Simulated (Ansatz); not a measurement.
HfN:

```
CELL_PARAMETERS angstrom
0.00000 2.25600 2.25600
2.25600 0.00000 2.25600
2.25600 2.25600 0.00000
ATOMIC_POSITIONS crystal
Hf 0.00000 0.00000 0.00000
N 0.50000 0.50000 0.50000
```

Base run:

```yaml
Program: Ansatz 0.2.0
Functional: r2SCAN
Potentials_or_basis: Ansatz PAW
Cutoff: "500 eV (not typed: the program's choice for these potentials)"
k_mesh: 10 × 10 × 10
Occupations: fermi-dirac, width 0.05 eV
Spin: no spin polarisation
Hubbard_terms: Hf d U = 4 eV
```

Its results: band gap on the k mesh none (metal or under the smearing width); pressure 8.5 GPa.

Q: The run is repeated on the same cell with these changes: hubbard terms from Hf d U = 4 eV to Hf d U = 8 eV. What comes out?

A: Band gap on the k mesh none (metal or under the smearing width); pressure 15.5 GPa.

Caveats: spin-orbit coupling is left out, which moves the levels of the heavy elements; U without spin polarisation on a metal has little footing; the PAW data sets come from PBE, with cores solved anew for the run's functional, which leaves a small shift of forces and pressure.
